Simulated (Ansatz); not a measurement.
# InSb (rocksalt type): how the settings move a single-point run

Question: which choices in the input matter for InSb (rocksalt type)?

Program: Ansatz 0.2.0. Level of theory: reference: DFT, r2SCAN, PAW with Ansatz's default frozen-core files, scalar-relativistic. These are calculated values, not measurements.

## (1) The system as given

It takes space group Fm-3m (No. 225, cubic). Conventional cell: a = 6.090 Å, b = 6.090 Å, c = 6.090 Å, α = 90.00°, β = 90.00°, γ = 90.00°. Around In (site symmetry m-3m) lie 6 Sb at 3.04 Å. Sb (site symmetry m-3m) is surrounded by 6 In at 3.04 Å.

Structure file:

```xyz
2
Lattice="0.0000 3.0450 3.0450 3.0450 0.0000 3.0450 3.0450 3.0450 0.0000" Properties=species:S:1:pos:R:3 pbc="T T T"
In    0.0000    0.0000    0.0000
Sb    3.0450    3.0450    3.0450
```

## (2) Reference

Input file input.yaml:

```yaml
crystal:
  lattice:
    - [0.0, 3.0449757946, 3.0449757946]
    - [3.0449757946, 0.0, 3.0449757946]
    - [3.0449757946, 3.0449757946, 0.0]
  atoms:
    - { symbol: In, position: [0.0, 0.0, 0.0] }
    - { symbol: Sb, position: [0.5, 0.5, 0.5] }
kpoints:
  mp_grid: { grid: [12, 12, 12] }
  band_path:
    path:
      - [0.0, 0.0, 0.0]
      - [0.5, 0.0, 0.5]
      - [0.625, 0.25, 0.625]
      - [0.375, 0.375, 0.75]
      - [0.0, 0.0, 0.0]
      - [0.5, 0.5, 0.5]
      - [0.5, 0.25, 0.75]
      - [0.5, 0.0, 0.5]
    npoints: 8
scf:
  occupations: { method: fermi_dirac, width: 0.05 }
hamiltonian:
  xc: r2scan
  pseudopotentials: { kind: paw }
output:
  forces: true
  stress: true
  eigenvalues: true
  populations: true
  dos: { projected: true, de: 0.2, e_range: [-14, 8] }
  write_density: true
  write_potential: true
  elf: true
  volumetric_format: npy
```

Launch:

```sh
ansatz run input.yaml --threads 1 --pin off --max-ram 2048MiB --backend cpu --events-out ev --progress --plain --runs-dir out
```

## (3) Variant: eigensolver.kind davidson, xc_grid 3

input.yaml: that of step 2 with these lines changed.

```diff
@@ -23,2 +23,3 @@
   occupations: { method: fermi_dirac, width: 0.05 }
+  eigensolver: { kind: davidson }
 hamiltonian:
@@ -31,6 +32,3 @@
   populations: true
-  dos: { projected: true, de: 0.2, e_range: [-14, 8] }
-  write_density: true
-  write_potential: true
-  elf: true
-  volumetric_format: npy
+basis:
+  xc_grid: 3
```

Q: Predict the outcome of this session. Wanted: for each run, ending; energy change; pressure; gap; force.

**Answer**, as computed:

| run | ending | energy change | pressure (GPa) | gap (eV) | force (eV/Å) | cycles | time |
| --- | --- | --- | --- | --- | --- | --- | --- |
| reference | converged | 0 | 0.0 | 0.00 | 0.00 | 6 | 17 s |
| 1: eigensolver.kind davidson, xc_grid 3 | converged | +0.1 meV/atom | 0.0 | 0.00 | 0.00 | 6 | 17 s |

Times don't compare one to one where runs were asked for different outputs or read a saved state (see the inputs); cycles may leave out searches for a lower state.

Residual by cycle in the longest SCF loop of each run; runs are numbered as in the table. The quantity is the density residual dr2, in eV.

| cycle | reference | run 1 |
| --- | --- | --- |
| 1 | 0.0107 | 0.00987 |
| 2 | 0.00259 | 0.00282 |
| 3 | 3.0e-4 | 2.2e-4 |
| 4 | 2.2e-5 | 2.2e-5 |
| 5 | 1.0e-6 | 7.3e-7 |
| 6 | 6.6e-8 | 6.1e-8 |

Changing the solver and numerical grids leaves the energy as it was (+0.1 meV/atom). Semilocal functionals close small gaps, so the missing gap need not be the real solid's.
